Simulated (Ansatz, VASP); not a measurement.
# One calculation of SiMo3, two programs

```
CELL_PARAMETERS angstrom
4.88970 0.00000 0.00000
0.00000 4.88970 0.00000
0.00000 0.00000 4.88970
ATOMIC_POSITIONS crystal
Si 0.50000 0.50000 0.50000
Si 0.00000 0.00000 0.00000
Mo 0.00000 0.50000 0.25000
Mo 0.00000 0.50000 0.75000
Mo 0.50000 0.75000 0.00000
Mo 0.50000 0.25000 0.00000
Mo 0.75000 0.00000 0.50000
Mo 0.25000 0.00000 0.50000
```

Alike in both runs: task single point; functional PBE; k mesh 4 × 4 × 4; occupations gaussian, width 0.1 eV; no spin polarisation.

|  | VASP | Ansatz |
| --- | --- | --- |
| version | VASP 6.6.1 | Ansatz 0.2.0 |
| potentials or method | VASP PAW PBE potentials, release 64 (Si, Mo_sv) | scalar-relativistic, plane waves, PAW |
| plane-wave cutoff (eV) | 520 | 420 |
| valence electrons in the cell | 92 | 92 |

VASP gave:

- gap on the k mesh at the Fermi level (eV): none
- pressure (GPa): 4.0

Task: Estimate Ansatz's values.

Result: gap on the k mesh at the Fermi level (eV): none; pressure (GPa): 3.5.

A gap of «none» marks a metal or a gap that the smearing closes.
